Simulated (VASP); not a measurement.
# InAs (F-43m) in VASP: further runs

The runs below take InAs through single point, with PBEsol.

All numbers are computed with VASP 6.6.1; they aren't measurements. Logs are shortened: lines on timing, memory, paths and dates and some standing lists are left out, and cuts for length are marked.

**What was measured.**

From a printed reference work, data compilation, for a bulk crystal of InAs at 4.2 K: band gap 0.418 eV (direct).

How close the calculation comes is told below.

### Step 1. The cell of the first run

It takes space group F-43m (No. 216, cubic). Conventional cell: a = 6.087 Å, b = 6.087 Å, c = 6.087 Å, α = 90.00°, β = 90.00°, γ = 90.00°. In (site symmetry -43m) has 4 As at 2.64 Å within 3.5 Å. Within 3.5 Å of As (site symmetry -43m) lie 4 In at 2.64 Å.

### Step 2. Single point, PBEsol

Input file INCAR:

```
ALGO = Normal
EDIFF = 1E-6
ENCUT = 520
GGA = PS
ISIF = 2
ISMEAR = 0
LASPH = T
LCHARG = F
LREAL = F
LWAVE = F
NBANDS = 16
NELM = 60
PREC = Accurate
SIGMA = 0.15
```

Input file KPOINTS:

```
k-points
0
Gamma
  18 18 18
```

Input file POSCAR:

```
InAs
1.0
    0.0000000000      3.0437329617      3.0437329617
    3.0437329617      0.0000000000      3.0437329617
    3.0437329617      3.0437329617      0.0000000000
In As
1 1
Direct
    0.0000000000      0.0000000000      0.0000000000
    0.7500000000      0.7500000000      0.7500000000
```

Potentials or basis: VASP PAW PBE potentials, release 64 (In_d, As).

Started as:

```bash
$ cat potpaw_PBE.64/In_d/POTCAR potpaw_PBE.64/As/POTCAR > POTCAR
$ mpirun -np 1 vasp_std > vasp.out
```

OUTCAR:

```text
EDIFF = 1E-6
   ENCUT = 520
   GGA = PS
   ISIF = 2
   ISMEAR = 0
   LASPH = T
   LREAL = F
   NELM = 60
   PREC = Accurate

 ion  position               nearest neighbor table
   1  0.000  0.000  0.000-   2 2.64   2 2.64   2 2.64   2 2.64
   2  0.750  0.750  0.750-   1 2.64   1 2.64   1 2.64   1 2.64

  LATTYP: Found a face centered cubic cell.
 ALAT       =     6.0874659234

  Lattice vectors:

 A1 = (   0.0000000000,   3.0437329617,   3.0437329617)
 A2 = (   3.0437329617,   0.0000000000,   3.0437329617)
 A3 = (   3.0437329617,   3.0437329617,   0.0000000000)

Analysis of symmetry for initial positions (statically):
=====================================================================
 Subroutine PRICEL returns:
 Original cell was already a primitive cell.

 Routine SETGRP: Setting up the symmetry group for a
 face centered cubic supercell.

 Subroutine GETGRP returns: Found 24 space group operations
 (whereof 24 operations were pure point group operations)
 out of a pool of 48 trial point group operations.

The static configuration has the point symmetry T_d .

Analysis of symmetry for dynamics (positions and initial velocities):
=====================================================================
 Subroutine PRICEL returns:
 Original cell was already a primitive cell.

 Routine SETGRP: Setting up the symmetry group for a
 face centered cubic supercell.

 Subroutine GETGRP returns: Found 24 space group operations
 (whereof 24 operations were pure point group operations)
 out of a pool of 48 trial point group operations.

The dynamic configuration has the point symmetry T_d .

 Subroutine INISYM returns: Found 24 space group operations
 (whereof 24 operations are pure point group operations),
 and found     1 'primitive' translations

----------------------------------------------------------------------------------------

                                     Primitive cell

  volume of cell :      56.3962

  direct lattice vectors                    reciprocal lattice vectors
     0.000000000  3.043732962  3.043732962    -0.164271967  0.164271967  0.164271967
     3.043732962  0.000000000  3.043732962     0.164271967 -0.164271967  0.164271967
[... 75 lines left out ...]
 SYSTEM =  unknown system
   PREC   = accura    normal or accurate (medium, high low for compatibility)
   ISTART =      0    job   : 0-new  1-cont  2-samecut
   ICHARG =      2    charge: 1-file 2-atom 10-const
   ISPIN  =      1    spin polarized calculation?
   LNONCOLLINEAR =      F non collinear calculations
   LSORBIT =      F    spin-orbit coupling
   LASPH  =      T    aspherical Exc in radial PAW
   ENCUT  =  520.0 eV  38.22 Ry    6.18 a.u.   8.00  8.00  8.00*2*pi/ulx,y,z
   NELM   =     60;   NELMIN=  2; NELMDL= -5     # of ELM steps
   EDIFF  = 0.1E-05   stopping-criterion for ELM
   LREAL  =      F    real-space projection
   EDIFFG = 0.1E-04   stopping-criterion for IOM
   NSW    =      0    number of steps for IOM
   IBRION =     -1    ionic relax: 0-MD 1-quasi-New 2-CG
   NFREE  =      0    steps in history (QN), initial steepest desc. (CG)
   ISIF   =      2    stress and relaxation
   ISYM   =      2    0-nonsym 1-usesym 2-fastsym
   POTIM  = 0.5000    time-step for ionic-motion
   TEBEG  =    0.0;   TEEND  =   0.0 temperature during run
   PSTRESS=    0.0 pullay stress
   NELECT =      18.0000    total number of electrons
   NUPDOWN=      -1.0000    fix difference up-down
   EMIN   =  10.00;   EMAX   =-10.00  energy-range for DOS
   EFERMI =   0.00;   METHOD = LEGACY
   ISMEAR =     0;   SIGMA  =   0.15  broadening in eV -4-tet -1-fermi 0-gaus
   EFERMI_NEDOS =   21; number of points for ismear=-14 and -15
   IALGO  =     38    algorithm
   IMIX   =      4    mixing-type and parameters
     AMIX     =   0.40;   BMIX     =  1.00
     AMIX_MAG =   1.60;   BMIX_MAG =  1.00
  volume/ion in A,a.u.               =      28.20       190.29
  Fermi-wavevector in a.u.,A,eV,Ry     =   1.118791  2.114209 17.030333  1.251694
  Thomas-Fermi vector in A             =   2.255425
   LORBIT       =      0    0 simple, 1 ext, 2 COOP (PROOUT), +10 PAW based schemes
   GGA     = PS    functional components
   LHFCALC =     F    Hartree Fock is set to
   AEXX    =    0.0000 exact exchange contribution
   IVDW    =     0    specifies the selected vdW correction
   LEPSILON=     F    determine dielectric tensor
   LRPA    =     F    only Hartree local field effects (RPA)
 non-spin polarized calculation
 Gauss-broadening in eV      SIGMA  =   0.15
  energy-cutoff  :      520.00
  volume of cell :       56.40
 maximum number of plane-waves:      1537
   NGX = 17   NGY = 17   NGZ = 17

 number of electron      17.9999992 magnetization

 Free energy of the ion-electron system (eV)
  ---------------------------------------------------
  ext. energy  EPLUGINS =         0.00000000
  ---------------------------------------------------
  free energy    TOTEN  =        -8.49102353 eV

  energy without entropy =       -8.49093284  energy(sigma->0) =       -8.49097819

 E-fermi :   4.3382     XC(G=0):  -9.1975

 val. band max:        4.1719140453   @ k =   0.0000   0.0000   0.0000
 cond. band min:       4.6401586510   @ k =   0.0556   0.0000   0.0000
 fundamental gap:      0.4682446057
 Fermi energy:         4.3381840952

 k-point     1 :       0.0000    0.0000    0.0000
  band No.  band energies     occupation
      1     -10.1192      2.00000
      2     -10.1192      2.00000
      3     -10.1192      2.00000
      4      -9.9994      2.00000
      5      -9.9994      2.00000
      6      -7.5903      2.00000
[... 433 lines left out ...]
      3     -10.0999      2.00000
      4     -10.0008      2.00000
      5      -9.9965      2.00000
      6      -7.0173      2.00000
[... 8 lines left out ...]
     15      12.4397      0.00000
     16      13.2044      0.00000

 [... further k-points ...]
[... 5 lines left out ...]
  --------------------------------------------------------------------------------------
  -------------------------------------------------------------------------------------
  Total        0.0239924      0.0239924      0.0239924     -0.0000000      0.0000000     -0.0000000
  in kB        0.6816089      0.6816089      0.6816089     -0.0000000      0.0000000     -0.0000000
  external PRESSURE =       0.6816089 kB  Pullay stress =       0.0000000 kB

 VOLUME and BASIS-vectors are now :
 -----------------------------------------------------------------------------
  energy-cutoff  :      520.00
  volume of cell :       56.40
      direct lattice vectors                 reciprocal lattice vectors
     0.000000000  3.043732962  3.043732962    -0.164271967  0.164271967  0.164271967
     3.043732962  0.000000000  3.043732962     0.164271967 -0.164271967  0.164271967
     3.043732962  3.043732962  0.000000000     0.164271967  0.164271967 -0.164271967

 POSITION                                       TOTAL-FORCE (eV/Angst)
 -----------------------------------------------------------------------------------
      0.00000      0.00000      0.00000        -0.000000     -0.000000     -0.000000
      4.56560      4.56560      4.56560         0.000000      0.000000      0.000000
 -----------------------------------------------------------------------------------
    total drift:                                0.000000      0.000000      0.000000

  FREE ENERGIE OF THE ION-ELECTRON SYSTEM (eV)
  ---------------------------------------------------
  free  energy   TOTEN  =        -8.4910235285 eV

  energy  without entropy=       -8.4909328418  energy(sigma->0) =       -8.49097819
```

OSZICAR:

```text
N       E                     dE             d eps       ncg     rms          rms(c)
DAV:   1     0.113186802636E+03    0.11319E+03   -0.82245E+03  6264   0.119E+03
DAV:   2    -0.111463889919E+01   -0.11430E+03   -0.10935E+03  6816   0.294E+02
DAV:   3    -0.858332290885E+01   -0.74687E+01   -0.74338E+01  8136   0.742E+01
DAV:   4    -0.877322359794E+01   -0.18990E+00   -0.18985E+00  7848   0.132E+01
DAV:   5    -0.878168691389E+01   -0.84633E-02   -0.84632E-02  9320   0.234E+00    0.432E+00
DAV:   6    -0.852269849084E+01    0.25899E+00   -0.38119E-01  9896   0.111E+01    0.237E+00
DAV:   7    -0.849219855536E+01    0.30500E-01   -0.10270E-01  8648   0.313E+00    0.677E-01
DAV:   8    -0.849069355519E+01    0.15050E-02   -0.12409E-02  7912   0.125E+00    0.192E-01
DAV:   9    -0.849093548734E+01   -0.24193E-03   -0.86319E-04  7792   0.257E-01    0.107E-01
DAV:  10    -0.849100526312E+01   -0.69776E-04   -0.12174E-04  9520   0.155E-01    0.642E-02
DAV:  11    -0.849102368158E+01   -0.18418E-04   -0.49240E-05  7456   0.964E-02    0.450E-02
DAV:  12    -0.849102352855E+01    0.15303E-06   -0.47247E-06  7088   0.223E-02
   1 F= -.84910235E+01 E0= -.84909782E+01  d E =-.906868E-04
```

It took 2.9 min on 1 thread of AMD EPYC 7R43 (Zen 3), shared host; peak memory 0.28 GiB.

What came out:

```
Free energy            : -8.4910 eV
Pressure               : 0.1 GPa
Band gap on the k mesh : zero (filled and empty bands touch)
```

Caveat: the PAW data sets were made with another functional, which shifts forces and pressure a little; spin-orbit coupling is left out, which moves the levels of the heavy elements.

### Step 3. Single point, PBEsol

This run uses another cell than the first one, of the same volume but with other edges.

Input file INCAR:

```
SYSTEM = InAs
PREC     = Accurate       ! precision mode
ENCUT    = 520            ! plane-wave cutoff, eV
EDIFF    = 1E-7           ! SCF threshold, eV
ISMEAR   = 0              ! smearing method
SIGMA    = 0.1            ! smearing width, eV
LREAL    = .False.        ! projectors in reciprocal space
LASPH    = .True.         ! aspherical terms in the spheres
NELM     = 60             ! most SCF steps
ALGO     = Normal         ! electronic algorithm
ISIF     = 2              ! what is computed and relaxed
LWAVE    = .False.        ! write WAVECAR
LCHARG   = .False.        ! write CHGCAR
GGA      = PS             ! functional
ISYM     = 0            
NBANDS   = 16             ! bands
```

Input file KPOINTS:

```
Automatic mesh
0
Gamma
  6 5 25
  0 0 0
```

Input file POSCAR:

```
InAs
1.0
    6.0874659240      0.0000000000      0.0000000000
   -3.0437329620      6.8059938083      0.0000000000
    3.0437329620      2.7223975233      1.3611987617
In As
1 1
Direct
    0.0000000000      0.0000000000      0.0000000000
    0.7500000000      0.5000000000      0.5000000000
```

Potentials or basis: VASP PAW PBE potentials, release 64 (In_d, As).

Started as:

```bash
$ cat potpaw_PBE.64/In_d/POTCAR potpaw_PBE.64/As/POTCAR > POTCAR
$ mpirun -np 1 vasp_std > vasp.out
```

It took 19 min on 1 thread of AMD EPYC 7R43 (Zen 3), shared host; peak memory 0.5 GiB.

Results (log left out):

```yaml
Free_energy: -8.4908 eV
Pressure: 0.1 GPa
Band_gap_on_the_k_mesh: zero (filled and empty bands touch)
```

Levels at points of the mesh, in eV from the Fermi level:
| k point | band 7 | band 8 | band 9 | band 10 | band 11 | band 12 |
| --- | --- | --- | --- | --- | --- | --- |
| (0.00, 0.00, 0.00) | -0.42 | -0.04 | -0.04 | -0.03 | 3.81 | 3.81 |
| (0.50, 0.00, 0.00) | -5.75 | -1.00 | -1.00 | 0.80 | 4.58 | 4.58 |

Caveat: the k points lie up to 0.57 Å⁻¹ apart; the PAW data sets were made with another functional, which shifts forces and pressure a little; spin-orbit coupling is left out, which moves the levels of the heavy elements.

### Step 4. Comparison with measurements

Step 2. Against the measured gap of InAs, 0.418 eV (direct; 4.2 K; a printed reference work, data compilation), the calculated 0.00 eV is off by -0.42 eV. Spin-orbit coupling on As, In is left out. The value is that of PBEsol on a finite k mesh, which can miss the band edges, without temperature or zero-point motion. Semilocal functionals fall short of measured gaps as a rule.
